How heavily should an n-type InP contact layer be doped, and can a Seebeck reading confirm the doping that was reached? The first question depends on how much conductivity each added electron brings. The second depends on whether the Seebeck coefficient keeps falling as electrons are added. In this PBE calculation it doesn't.

Transport in doped zincblende InP (a = 5.959 Å) at constant relaxation time, from rigid, interpolated PBE bands calculated with Ansatz 0.2.0 (plane-wave PAW, scalar-relativistic, no spin polarisation, 420 eV cutoff, Γ-centred 10×10×10 k mesh, Gaussian smearing of 0.02 eV). Positive doping means holes; no mass is given where both electrons and holes count.

| temperature (K) | doping (1e18 cm^-3) | Seebeck xx (microV/K) | conductivity mass 1 (m_e) |
| --- | --- | --- | --- |
| 300 | -1 | -119 | 0.055 |
| 300 | -10 | -40.2 | 0.089 |
| 300 | -100 | -16.9 | 0.195 |
| 300 | -1000 | -34.0 | 0.295 |
| 300 | 1 | 548 | 0.506 |
| 300 | 10 | 351 | 0.507 |
| 300 | 100 | 166 | 0.514 |
| 300 | 1000 | 46.5 | 0.561 |
| 600 | -1 | -201 | n/a |
| 600 | -10 | -80.5 | 0.094 |
| 600 | -100 | -37.4 | 0.198 |
| 600 | -1000 | -64.5 | 0.300 |
| 600 | 1 | 470 | n/a |
| 600 | 10 | 439 | 0.526 |
| 600 | 100 | 247 | 0.532 |
| 600 | 1000 | 89.6 | 0.570 |
| 900 | -1 | -176 | n/a |
| 900 | -10 | -118 | 0.100 |
| 900 | -100 | -68.3 | 0.201 |
| 900 | -1000 | -90.2 | 0.309 |
| 900 | 1 | -62.0 | n/a |
| 900 | 10 | 408 | n/a |
| 900 | 100 | 298 | 0.550 |
| 900 | 1000 | 127 | 0.582 |

Doping is in units of $10^{18}$ cm⁻³, negative for electrons and positive for holes. Seebeck xx is the voltage per kelvin along a cubic axis. Conductivity mass 1 is $m=ne^2\tau/\sigma$, where $n$ is the carrier density, $\sigma$ the conductivity and $\tau$ a fixed relaxation time. A small mass means that each carrier conducts well.

### Electrons at 300 K, up to $10^{20}$ cm⁻³

In the first three rows the Seebeck coefficient shrinks from −119 to −16.9 µV/K while the mass more than triples. Theory gives a reason for the growing mass. Conduction and valence states repel each other across a small gap as soon as one leaves the zone centre Γ, so the conduction band is parabolic only at its bottom and runs almost straight higher up. On the straight part an electron gains momentum but hardly any speed, and its mass, momentum over speed, grows as $n^{1/3}$. Between $10^{19}$ and $10^{20}$ cm⁻³ the table's mass grows with a power of 0.34. That is slightly above the limit, which two repelling bands should approach from below, so the interpolation or a further flattening of the band probably adds a little.

For the contact layer this means diminishing returns up to $10^{20}$ cm⁻³. At fixed relaxation time, the first tenfold increase in doping raises the conductivity 6.2 times and the second only 4.6 times. The third, taken up below, breaks the pattern with 6.6 times. PBE probably exaggerates the loss, because its gap of 0.44 eV is about a third of the real one, and a smaller gap makes the band bend away from a parabola sooner. The light masses are also uncertain in themselves: up to $10^{20}$ cm⁻³ the occupied states lie closer to Γ than the nearest other k point, so they rest on interpolation. The conduction edge reported by the transport step also lies above the calculated one by more than the thermal energy at 300 K; whether that is a real shift of the interpolated band or only the way the edge is located isn't known.

The Seebeck coefficient of a dense electron gas follows from the Mott formula, with $E$ the energy, $T$ the temperature, $k_B$ Boltzmann's constant and $e$ the elementary charge:

$$|S|=\frac{\pi^2}{3}\,\frac{k_B^2T}{e}\,\frac{d\ln\sigma}{dE}.$$

It measures how steeply the conductivity rises when the filling level is lifted. In a single isotropic band filled up to the wave number $k_F$, $n$ grows as $k_F^3$ and $dE=\hbar^2k_F\,dk_F/m$. Since $\sigma$ is proportional to $n/m$,

$$\frac{d\ln\sigma}{dE}=\frac{3m}{\hbar^2k_F^2}\,(1-p),\qquad p=\frac{d\ln m}{d\ln n}.$$

A heavier mass therefore raises the Seebeck coefficient, but a mass that is still growing takes part of the gain away.

At $10^{20}$ cm⁻³, $k_F^2=(3\pi^2n)^{2/3}=0.0206$ Å⁻². With $\hbar^2/m_e=7.62$ eV Å² and a Mott prefactor of $3.29\times86.2\times0.0259=7.3$ µV eV/K at 300 K,

$$|S|\approx7.3\times\frac{3\times0.195}{7.62\times0.0206}\times(1-0.34)\approx18\ \mu\mathrm{V/K}.$$

The table has 16.9. The estimate has no adjustable constant; its $p$ comes from the masses in this row and the one before. At $10^{19}$ cm⁻³ it is 14 % above the table. The $10^{18}$ row is left out because no row below it supplies $p$, and its electrons are the least dense for the Mott formula. At $10^{19}$ and $10^{20}$ cm⁻³, then, one non-parabolic band is enough.

### The turn at $10^{21}$ cm⁻³

In the fourth row the Seebeck coefficient doubles to −34.0 µV/K. The tempting explanation is that the mass has grown again and heavy carriers give large Seebeck coefficients. In a parabolic band, however, $|S|$ varies as $m/n^{2/3}$, so tenfold doping alone cuts it 4.6 times. To overcome that and still double the Seebeck coefficient, the mass would have to grow about ninefold. It grows 1.5 times.

Non-parabolicity doesn't rescue the single band. At the parabolic bottom $|S|$ falls as $n^{-2/3}$, and on the straight part as $n^{-1/3}$, so neither limit contains a rise. With the table's masses, the estimate that worked at $10^{20}$ cm⁻³ now gives 7 µV/K, nearly five times too little. One isotropic band could match the table only if its mass were dropping steeply just at this doping. Rows a decade apart don't strictly exclude that, but the mass rises between them.

The likeliest explanation left is that the electrons no longer sit in one valley. The conduction band of InP has further minima away from Γ, and once the filling level reaches them, a small lift in energy brings in many new electrons. The conductivity then climbs steeply with energy, which is what the Seebeck coefficient measures. The conductivity mass needn't jump, because it records how well the average electron conducts and not how many states are on offer. Its growth in fact slows, from a power of 0.34 to 0.18, where a single straight band would keep to about a third. That is expected if new valleys take up most of the added electrons and hold the filling level back, and it is why the third decade gains 6.6 times in conductivity. In a single isotropic valley these two properties are tied together; several valleys separate them.

The cleanest limit is $N$ equal parabolic valleys. Each holds $n/N$ electrons, so the filling level above the valley bottom drops by a factor $N^{2/3}$. The Seebeck coefficient rises by the same factor, and the conductivity mass stays as it was. The real valleys start at different energies, so the shortfall at $10^{21}$ cm⁻³ can't be turned into a number of valleys. Their filling is an inference. In this row the chemical potential lies about 1.14 eV above the conduction edge reported by the transport step, so the explanation needs further valleys that start below roughly that height. The valley energies that would test this aren't available here. The row also rests on bands interpolated far above the edge, where a crossing between the sampled k points may be missed, so the size of the upturn is less certain than its likely cause.

### Holes at 300 K

The holes show what shared bands do in a case where the sharing is known. Without spin–orbit coupling, three valence bands meet at Γ. At $10^{21}$ cm⁻³ the single-band estimate gives 16 µV/K against the table's 46.5, a shortfall of 2.9 times. Three equal parabolic bands would account for a factor of 2.1. Unequal masses would lower that factor, so the rest must come from something else, plausibly the warped shape of the bands, which isn't tested here. Spin–orbit coupling would split off one of the three and weaken the effect.

The hole Seebeck coefficient nevertheless falls at every step, because these bands share the carriers from the start. In the dilute limit each decade of doping costs $(k_B/e)\ln10$, or 198 µV/K, and the first step costs 197. New states that open only after filling has begun can turn the fall into a rise.

### The hotter rows

The electron upturn is still there at 600 and 900 K. Temperature here changes only how the states are occupied; the bands remain those of a motionless lattice at zero temperature. In the Mott formula, tripling the temperature triples the Seebeck coefficient, and at $10^{19}$ cm⁻³ it grows 2.9 times. At $10^{20}$ cm⁻³ it grows 4.0 times, as it would if hot electrons were already reaching valleys that are still empty at 300 K. The shift of the chemical potential with temperature is expected to be too small at this density to explain the excess, but without the valley energies it remains a hint and no proof.

Rows without a mass contain both electrons and holes. In the most lightly hole-doped row at 900 K the lighter electrons win, and the sign turns to −62.0 µV/K. That reversal comes from the small PBE gap and shouldn't be expected of real InP at this doping.

For the process engineer, the calculation warns that one Seebeck reading may fit more than one electron density. Here about −34 µV/K at 300 K belongs to a density between $10^{19}$ and $10^{20}$ cm⁻³ and also to $10^{21}$. The warning rests on the fixed relaxation time. In a real layer the new valleys also give electrons more states to scatter into, which is expected to weaken the upturn and could remove it. The upper density is also beyond what donors in InP usually supply. Where two densities do fit a reading, a second measurement, such as a Hall density, has to choose between them. The smaller the energy step from Γ to the next valleys, the lower the doping at which this ambiguity should begin. A heavier Γ band, as expected for the wider real gap, fills more slowly and pushes it higher, so this calculation doesn't fix where it begins in real InP. The printed analysis below gives the single-band estimates and, at $10^{21}$ cm⁻³, the ratio of the table's values to them.

The analysis program printed:

```
power of doping with which electron mass grows, 1e18 to 1e19, 300 K: 0.209
power of doping with which electron mass grows, 1e19 to 1e20, 300 K: 0.3406
power of doping with which electron mass grows, 1e20 to 1e21, 300 K: 0.1798
parabolic band with the table's mass, electrons 1e19, 300 K, size of Seebeck in microV/K: 57.81
parabolic band with the table's mass, electrons 1e20, 300 K, size of Seebeck in microV/K: 27.29
parabolic band with the table's mass, electrons 1e21, 300 K, size of Seebeck in microV/K: 8.894
single non-parabolic band, electrons 1e19, 300 K, size of Seebeck in microV/K: 45.72
single non-parabolic band, electrons 1e20, 300 K, size of Seebeck in microV/K: 17.99
single non-parabolic band, electrons 1e21, 300 K, size of Seebeck in microV/K: 7.295
table over single non-parabolic band, electrons 1e21, 300 K, ratio: 4.661
power of doping that one band would need at 1e21 to give the table's Seebeck: -2.823
growth factor of electron mass in the table, 1e20 to 1e21, 300 K: 1.513
growth factor of mass that the parabolic picture needs for the upturn: 9.338
single non-parabolic band, holes 1e21, 300 K, Seebeck in microV/K: 16.27
table over single non-parabolic band, holes 1e21, 300 K, ratio: 2.858
ratio expected if three equal parabolic bands share the carriers: 2.08
Seebeck at 900 K over 300 K, electrons 1e19: 2.935
Seebeck at 900 K over 300 K, electrons 1e20: 4.041
Seebeck at 900 K over 300 K, electrons 1e21: 2.653
conductivity gain at fixed relaxation time, electrons 1e18 to 1e19, 300 K, factor: 6.18
conductivity gain at fixed relaxation time, electrons 1e19 to 1e20, 300 K, factor: 4.564
conductivity gain at fixed relaxation time, electrons 1e20 to 1e21, 300 K, factor: 6.61
fall of hole Seebeck, 1e18 to 1e19, 300 K, microV/K: 197
fall of hole Seebeck, 1e19 to 1e20, 300 K, microV/K: 185
fall of hole Seebeck, 1e20 to 1e21, 300 K, microV/K: 119.5
fall per decade for dilute carriers in theory, microV/K: 198.4
```
